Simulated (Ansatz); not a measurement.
# The 2H-MoTe2 bilayer (2H stacking) between two gates, part 3 of 3

Aim: screening and gap of the neutral 2H-MoTe2 bilayer (2H stacking) between oppositely charged gates.

Ansatz 0.2.0; plane-wave DFT, PBE-D3(BJ), Ansatz PAW (set soft_1); PAW set soft_1 (the session's first sound run).

So far, gap along the path (eV): step 3 (gated layer, displacement field 0) 0.832; step 4 (displacement field 0.905 V/nm) 0.830; step 5 (displacement field 1.81 V/nm) 0.826; step 6 (displacement field 2.71 V/nm) 0.818.

**7. Gated layer, displacement field 3.62 V/nm**

input.yaml reads:

```yaml
crystal:
  lattice:
    - [3.5003931924, 0.0, 0.0]
    - [-1.7501965962, 3.0314294278, 0.0]
    - [0.0, 0.0, 51.285428586]
  atoms:
    - { symbol: Te, position: [0.3333333333, 0.6666666667, 0.3977738036] }
    - { symbol: Mo, position: [0.0, 0.0, 0.4331889825] }
    - { symbol: Te, position: [0.3333333333, 0.6666666667, 0.4686395709] }
    - { symbol: Te, position: [0.0, 0.0, 0.5313604291] }
    - { symbol: Mo, position: [0.3333333333, 0.6666666667, 0.5668110175] }
    - { symbol: Te, position: [0.0, 0.0, 0.6022261964] }
  periodic: [true, true, false]
  symmetry: { detect: true }
kpoints:
  mp_grid: { grid: [24, 24, 1] }
  band_path:
    path: [[0, 0, 0], [0.5, 0, 0], [0.33333333, 0.33333333, 0], [0, 0, 0]]
    npoints: 16
hamiltonian:
  xc: pbe
  dispersion: d3bj
  pseudopotentials: { kind: paw, azcp: { folder: soft_1 } }
scf:
  occupations: { method: fermi_dirac, width: 0.02585 }
  convergence: { dr2_threshold: 1.0e-10 }
output:
  forces: true
  eigenvalues: true
  dos: { projected: true, e_range: [-3, 3], de: 0.01 }
  write_potential: true
  write_density: true
  volumetric_format: npy
  elf: true
external_charges:
  - { charge: 0, barrier: 10, axis: 3, height: 34.385, sigma: 0.25 }
  - { charge: -0.021222, axis: 3, height: 35.885, sigma: 0.5 }
  - { charge: 0, barrier: 10, axis: 3, height: 16.9, sigma: 0.25 }
  - { charge: 0.021222, axis: 3, height: 15.4, sigma: 0.5 }
```

Launch:

```bash
$ ansatz run input.yaml --threads 4 --pin off --max-ram 8192MiB --backend cpu --events-out ev --progress --plain --runs-dir out
```

Numbers of over 12 decimals in the logs are rounded to 6 here.

What it wrote:

```text
[...]
Crystal: 6 atoms, lattice volume = 544.200 Å³
Basis set: ecut = 420 eV, 10605 PW (Γ), exchange–correlation on 48×48×720 points (8 copies of the dense FFT grid, shifted against one another)
Bands: 56, of which v1, the nominal top of the filled ones, is band 46 counted from 1 (45 counted from 0)
Symmetry: 6 space group operations
k-points: 61 of 576 (time reversal used)
[...]
--- Band table (eV; the first three rows and the last of 61) ---
  k-point 0: bands = [... 42 lower, -5.4871, -5.4871, -5.4664, -4.6009, -1.7087, -1.7087, -1.5240, -1.5240, ... 6 higher]
  k-point 1: bands = [... 42 lower, -5.5377, -5.5211, -5.3989, -4.6067, -1.8264, -1.6994, -1.6526, -1.5429, ... 6 higher]
  k-point 2: bands = [... 42 lower, -5.6178, -5.5603, -5.3352, -4.6433, -2.1021, -1.9772, -1.8469, -1.7325, ... 6 higher]
  k-point 60: bands = [... 42 lower, -6.6429, -6.4583, -4.9164, -4.6639, -3.6668, -3.4704, -3.3045, -2.6801, ... 6 higher]
[key lines of the parts left out:]
SCF converged after 17 iterations
Free energy (F): -37836.634814 eV
Fermi energy:    -4.201868 eV
```

Run time: 96 s. Hardware: 4 threads of Arm Neoverse V2, shared host; peak memory 2 GiB; 6.3 min of CPU time.

The gap, the smaller of path and mesh, is 0.807 eV.

**8. Gated layer, displacement field -1.81 V/nm**

input.yaml: that of step 7 with these lines changed.

```diff
@@ -36,4 +36,4 @@
   - { charge: 0, barrier: 10, axis: 3, height: 34.385, sigma: 0.25 }
-  - { charge: -0.021222, axis: 3, height: 35.885, sigma: 0.5 }
+  - { charge: 0.010611, axis: 3, height: 35.885, sigma: 0.5 }
   - { charge: 0, barrier: 10, axis: 3, height: 16.9, sigma: 0.25 }
-  - { charge: 0.021222, axis: 3, height: 15.4, sigma: 0.5 }
+  - { charge: -0.010611, axis: 3, height: 15.4, sigma: 0.5 }
```

What it wrote:

```text
[...]
Crystal: 6 atoms, lattice volume = 544.200 Å³
Basis set: ecut = 420 eV, 10605 PW (Γ), exchange–correlation on 48×48×720 points (8 copies of the dense FFT grid, shifted against one another)
Bands: 56, of which v1, the nominal top of the filled ones, is band 46 counted from 1 (45 counted from 0)
Symmetry: 6 space group operations
k-points: 61 of 576 (time reversal used)
[...]
--- Band table (eV; the first three rows and the last of 61) ---
  k-point 0: bands = [... 42 lower, -5.5301, -5.5301, -5.4737, -4.5995, -1.6689, -1.6689, -1.5275, -1.5275, ... 6 higher]
  k-point 1: bands = [... 42 lower, -5.5641, -5.5418, -5.4361, -4.6051, -1.7862, -1.6659, -1.6476, -1.5171, ... 6 higher]
  k-point 2: bands = [... 42 lower, -5.6239, -5.5141, -5.3865, -4.6414, -2.0547, -1.9486, -1.8615, -1.7583, ... 6 higher]
  k-point 60: bands = [... 42 lower, -6.5937, -6.5010, -4.8780, -4.6906, -3.6121, -3.5137, -3.2865, -2.6866, ... 6 higher]
[key lines of the parts left out:]
SCF converged after 17 iterations
Free energy (F): -37836.656098 eV
Fermi energy:    -4.191446 eV
```

Wall time 97 s (4 threads); peak memory 2 GiB; 6.4 min of CPU time.

The density of states has structure finer than the step of the table below, so its rows give means over 0.1 eV, whole bins alone (the curve runs from -3 to 2.41 eV). Peaks (eV: height): -2.40: 14.2, -0.91: 11.0, 0.89: 14.2, 1.00: 15.6, 1.18: 17.4, 1.27: 11.8, 1.84: 10.7.

Table of density of states by energy, zero at the Fermi level of the run, which the smearing sets inside the gap; means over each step:

```
energy (eV)  density of states (states/eV a cell)
       -2.9                                  5.57
       -2.8                                  5.13
       -2.7                                  4.09
       -2.6                                  3.65
       -2.5                                  3.48
       -2.4                                  7.91
       -2.3                                  6.48
       -2.2                                  8.51
       -2.1                                  8.02
       -2.0                                  7.40
       -1.9                                  6.99
       -1.8                                  7.99
       -1.7                                  6.82
       -1.6                                  6.44
       -1.5                                  6.34
       -1.4                                  4.80
       -1.3                                  5.58
       -1.2                                  6.35
       -1.1                                  4.79
       -1.0                                  6.16
       -0.9                                  7.66
       -0.8                                  4.74
       -0.7                                  4.79
       -0.6                                  1.54
       -0.5                                 0.930
       -0.4                                 0.474
       -0.3                                     0
       -0.2                                     0
       -0.1                                     0
        0.0                                     0
        0.1                                     0
        0.2                                     0
        0.3                                     0
        0.4                                 0.474
        0.5                                  1.71
        0.6                                  2.58
        0.7                                  4.92
        0.8                                  4.75
        0.9                                  6.36
        1.0                                  10.7
        1.1                                  7.98
        1.2                                  9.98
        1.3                                  9.67
        1.4                                  7.87
        1.5                                  6.50
        1.6                                  6.29
        1.7                                  4.30
        1.8                                  5.98
        1.9                                  6.78
        2.0                                  4.94
        2.1                                  3.64
        2.2                                  3.12
        2.3                                  2.97
```

The gap, the smaller of path and mesh, is 0.826 eV.

**9. The series together**

This step: plane-wave DFT, PBE-D3(BJ), Ansatz PAW (set soft_1); response to a displacement field between two gates; PAW set soft_1 (Ansatz 0.2.0).

The potential behind each gate is read from every run and counted from the uncharged case.

This step gave:

```
electrostatic distance between the gates : 7.954 Å
geometric distance between the gates     : 20.49 Å
```

Electron's potential behind the upper gate less behind the lower, less the value without field. The step of the electron's potential energy between the gates by displacement field D/eps0:

```
displacement field D/eps0 (V/nm)  step of the electron's potential energy between the gates (eV)
                           -1.81                                                           -1.44
                            0.00                                                               0
                            0.90                                                           0.720
                            1.81                                                            1.44
                            2.71                                                            2.16
                            3.62                                                            2.88
```

The smaller of the gaps on the path and on the k-mesh, counted as 0 under 0.03 eV. The gap by displacement field D/eps0:

```
displacement field D/eps0 (V/nm)  gap (eV)
                           -1.81     0.826
                            0.00     0.832
                            0.90     0.831
                            1.81     0.826
                            2.71     0.818
                            3.62     0.807
```

By hand: 3.62 V/nm over the 20.49 Å between the sheets would give 7.41 V in vacuum; the run has 2.88 V, as over 7.95 Å.

**10. Varying the input**

This step: plane-wave DFT, PBE-D3(BJ), Ansatz PAW (set soft_1) (Ansatz 0.2.0).

A run with a changed input: it repeats the earlier run at 0.905 V/nm with scf.occupations.method from fermi_dirac to gaussian, scf.occupations.width from 0.02585 to 0.025 and scf.convergence.dr2_threshold from 1e-10 to 1e-11.

input.yaml, the sections that differ from step 8:

```yaml
scf:
  occupations: { method: gaussian, width: 0.025 }
  convergence: { dr2_threshold: 1.0e-11 }
output:
  forces: true
  eigenvalues: true
  write_potential: true
  write_density: true
  volumetric_format: npy
external_charges:
  - { charge: 0, barrier: 10, axis: 3, height: 34.385, sigma: 0.25 }
  - { charge: -0.005306, axis: 3, height: 35.885, sigma: 0.5 }
  - { charge: 0, barrier: 10, axis: 3, height: 16.9, sigma: 0.25 }
  - { charge: 0.005306, axis: 3, height: 15.4, sigma: 0.5 }
# crystal, kpoints, hamiltonian: as in step 8
```

What it wrote:

```text
[...]
Crystal: 6 atoms, lattice volume = 544.200 Å³
Basis set: ecut = 420 eV, 10605 PW (Γ), exchange–correlation on 48×48×720 points (8 copies of the dense FFT grid, shifted against one another)
Bands: 56, of which v1, the nominal top of the filled ones, is band 46 counted from 1 (45 counted from 0)
Symmetry: 6 space group operations
k-points: 61 of 576 (time reversal used)
[...]
SCF iter   1: F=—  HF=-37837.912193 eV  |F-HF|=—  |Δ(HF+E_count)|=         —  Δρ=2.55e-2  dr2=4.76e0  ethr=3.10e-3  ⟨swp⟩=22.9  Hψ=27922  notcnv=0
[...]
SCF iter  20: F=-37836.661421 eV  HF=-37836.661421 eV  |F-HF|=7.28e-11  |Δ(HF+E_count)|=    0.00e0  Δρ=1.40e-8  dr2=1.98e-12  ethr=1.00e-12  ⟨swp⟩=27.7  Hψ=27649  notcnv=0
SCF 1 converged in 20 iterations: F = -37836.661421 eV  dr2 = 1.98e-12
[...]
SCF converged after 20 iterations
Free energy (F): -37836.661421 eV
[...]
Internal energy: -37836.661421 eV  (E = F + TS)
E sigma→0 (E₀):  -37836.661421 eV
Fermi energy:    -4.180065 eV
[...]
--- Forces (eV/Å), atoms and charges each counted from 1 ---
  atom   1  Te    -0.00000000     0.00000000     0.02010311
  atom   2  Mo     0.00000000    -0.00000000    -0.01135831
  atom   3  Te     0.00000000     0.00000000     0.00724428
  atom   4  Te     0.00000000    -0.00000000     0.00581556
  atom   5  Mo     0.00000000     0.00000000    -0.01478449
  atom   6  Te     0.00000000    -0.00000000    -0.00556845
  external charge   1     0.00000000     0.00000000     0.01463313
  external charge   2     0.00000000     0.00000000    -0.00024040
  external charge   3     0.00000000     0.00000000    -0.01608403
  external charge   4     0.00000000     0.00000000     0.00023965
  max |Σ_I F_I| component, the external charges' with the atoms': 3.71e-8 eV/Å
--- Band table (eV; the first three rows and the last of 61) ---
  k-point 0: bands = [... 42 lower, -5.5520, -5.5520, -5.4755, -4.5990, -1.6566, -1.6566, -1.5316, -1.5316, ... 6 higher]
  k-point 1: bands = [... 42 lower, -5.5859, -5.5436, -5.4491, -4.6046, -1.7738, -1.6564, -1.6501, -1.5114, ... 6 higher]
  k-point 2: bands = [... 42 lower, -5.6205, -5.4908, -5.4096, -4.6409, -2.0393, -1.9449, -1.8610, -1.7718, ... 6 higher]
  k-point 60: bands = [... 42 lower, -6.5697, -6.5233, -4.8663, -4.6991, -3.5860, -3.5367, -3.2818, -2.6882, ... 6 higher]
```

Elapsed: 1.7 min, on 4 threads; peak memory 1.8 GiB; 6.7 min of CPU time.

This step gave:

```yaml
gap_on_the_k_mesh: 0.8398 eV
gap_along_the_path: 0.8305 eV
smallest_direct_gap_along_the_path: 1.113 eV
gap_the_smaller_of_path_and_mesh: 0.8305 eV
potential_beyond_the_upper_barrier_and_gate_less_the_barrier_from_the_fermi_level: 4.540 eV
```

The electronic bands at the labelled points (eV, zero at the Fermi level of the run, which the smearing sets inside the gap):

```
  point  band 43  band 44  band 45  band 46  band 47  band 48  band 49  band 50
      Γ    -1.37    -1.37    -1.30    -0.42     2.52     2.52     2.65     2.65
halfway    -1.56    -1.49    -1.46    -1.32     0.85     1.12     1.51     1.61
      M    -1.42    -1.36    -0.91    -0.71     0.89     0.95     1.12     1.34
halfway    -2.40    -2.18    -0.86    -0.70     0.84     0.94     1.36     1.53
      K    -2.39    -2.34    -0.69    -0.52     0.59     0.64     0.90     1.49
halfway    -1.51    -1.41    -1.19    -1.08     0.50     0.91     1.24     1.32
      Γ    -1.37    -1.37    -1.30    -0.42     2.52     2.52     2.65     2.65
```

```
                                                                                quantity  this run  earlier run  difference
                                                                 gap along the path (eV)    0.8305       0.8305      1.0e-6
                                                 smallest direct gap along the path (eV)     1.113        1.113      2.0e-6
potential beyond the upper barrier and gate, less the barrier, from the Fermi level (eV)     4.540        4.549     -0.0086
```

Nothing in the table moves by 0.01 in its unit. The run took 20 SCF cycles against 18.

The path shows an indirect gap of 0.83 eV (valence top at Γ, conduction bottom between K and Γ). The least direct gap is 1.11 eV.

**11. Varying the input: scf.mixing.preconditioner = "ldos"**

Another changed input: it repeats the earlier run at 0.905 V/nm with scf.mixing.preconditioner to ldos.

input.yaml: that of step 10 with these lines changed.

```diff
@@ -24,4 +24,5 @@
 scf:
-  occupations: { method: gaussian, width: 0.025 }
-  convergence: { dr2_threshold: 1.0e-11 }
+  occupations: { method: fermi_dirac, width: 0.02585 }
+  convergence: { dr2_threshold: 1.0e-10 }
+  mixing: { preconditioner: ldos }
 output:
```

What it wrote:

```text
[...]
Crystal: 6 atoms, lattice volume = 544.200 Å³
Basis set: ecut = 420 eV, 10605 PW (Γ), exchange–correlation on 48×48×720 points (8 copies of the dense FFT grid, shifted against one another)
Bands: 56, of which v1, the nominal top of the filled ones, is band 46 counted from 1 (45 counted from 0)
Symmetry: 6 space group operations
k-points: 61 of 576 (time reversal used)
[...]
SCF iter   1: F=—  HF=-37837.913064 eV  |F-HF|=—  |Δ(HF+E_count)|=         —  Δρ=2.55e-2  dr2=4.76e0  ethr=3.10e-3  ⟨swp⟩=22.9  Hψ=27950  notcnv=0
[...]
SCF iter  19: F=-37836.661421 eV  HF=-37836.661421 eV  |F-HF|=8.73e-10  |Δ(HF+E_count)|=  3.57e-10  Δρ=2.94e-8  dr2=1.86e-11  ethr=1.00e-12  ⟨swp⟩=10.0  Hψ=19898  notcnv=0
SCF 1 converged in 19 iterations: F = -37836.661421 eV  dr2 = 1.86e-11
[...]
SCF converged after 19 iterations
Free energy (F): -37836.661421 eV
[...]
Internal energy: -37836.661421 eV  (E = F + TS)
E sigma→0 (E₀):  -37836.661421 eV
Fermi energy:    -4.188661 eV
[...]
--- Forces (eV/Å), atoms and charges each counted from 1 ---
  atom   1  Te     0.00000000     0.00000000     0.02010328
  atom   2  Mo     0.00000000    -0.00000000    -0.01135732
  atom   3  Te     0.00000000     0.00000000     0.00724395
  atom   4  Te     0.00000000    -0.00000000     0.00581492
  atom   5  Mo     0.00000000     0.00000000    -0.01478350
  atom   6  Te     0.00000000    -0.00000000    -0.00556874
  external charge   1     0.00000000     0.00000000     0.01463313
  external charge   2     0.00000000     0.00000000    -0.00024040
  external charge   3     0.00000000     0.00000000    -0.01608402
  external charge   4     0.00000000     0.00000000     0.00023965
  max |Σ_I F_I| component, the external charges' with the atoms': 9.35e-7 eV/Å
--- Band table (eV; the first three rows and the last of 61) ---
  k-point 0: bands = [... 42 lower, -5.5520, -5.5520, -5.4755, -4.5990, -1.6566, -1.6566, -1.5316, -1.5316, ... 6 higher]
  k-point 1: bands = [... 42 lower, -5.5859, -5.5436, -5.4491, -4.6046, -1.7738, -1.6564, -1.6501, -1.5114, ... 6 higher]
  k-point 2: bands = [... 42 lower, -5.6205, -5.4908, -5.4096, -4.6409, -2.0393, -1.9449, -1.8610, -1.7718, ... 6 higher]
  k-point 60: bands = [... 42 lower, -6.5697, -6.5233, -4.8663, -4.6991, -3.5860, -3.5367, -3.2818, -2.6882, ... 6 higher]
```

Run time: 1.9 min. Hardware: 4 threads; peak memory 1.8 GiB.

This step gave:

```
potential beyond the upper barrier and gate, less the barrier, from the Fermi level : 4.549 eV
```

Electronic bands along the path, in eV, zero at the Fermi level of the run, which the smearing sets inside the gap:

```
  point  band 43  band 44  band 45  band 46  band 47  band 48  band 49  band 50
      Γ    -1.36    -1.36    -1.29    -0.41     2.53     2.53     2.66     2.66
halfway    -1.56    -1.48    -1.45    -1.31     0.85     1.13     1.52     1.62
      M    -1.41    -1.35    -0.91    -0.70     0.90     0.96     1.13     1.35
halfway    -2.39    -2.17    -0.86    -0.69     0.85     0.95     1.37     1.54
      K    -2.38    -2.33    -0.68    -0.51     0.60     0.65     0.91     1.50
halfway    -1.50    -1.40    -1.18    -1.07     0.51     0.92     1.25     1.32
      Γ    -1.36    -1.36    -1.29    -0.41     2.53     2.53     2.66     2.66
```

```
                                                                                quantity  this run  earlier run  difference
                                                                 gap along the path (eV)    0.8305       0.8305           0
                                                 smallest direct gap along the path (eV)     1.113        1.113      1.0e-6
potential beyond the upper barrier and gate, less the barrier, from the Fermi level (eV)     4.549        4.549           0
```

Nothing in the table moves by 0.01 in its unit. The run took 19 SCF cycles against 18.

On this path the gap is indirect, 0.83 eV, with the valence top at Γ and the conduction bottom between K and Γ. The least direct gap is 1.11 eV.

**12. Summary of results**

```
gap with uncharged gates                 : 0.832 eV
electrostatic distance between the gates : 7.95 Å
geometric distance between the gates     : 20.5 Å
gap at 3.62 V/nm                         : 0.807 eV
```

What this shows: The gap goes from 0.83 to 0.81 eV at 3.6 V/nm. The layers screen the field: the voltage is that of a vacuum gap 12.5 Å narrower than the real distance. The gates are charged sheets behind model barriers, not atoms. Gaps are the smaller of those on the path and on the mesh; band edges between these points would make them smaller still. Spin-orbit coupling is left out, which matters for the bands of elements this heavy.

[Logs are printed without paths, hosts, clocks, repeated set-up lines and the standing remarks that a program may print on its own settings, such as how far it seeks lower states.]

[Hosts, paths, dates, database ids (printed as entryN), source tags and the programs' standing remarks are cut or masked in the printed files.]

[Maps of the electrostatic potential energy from Ansatz leave out the sawtooth potential of an applied field or a dipole correction, so their vacuum need not be flat; planar profiles and work functions include it.]
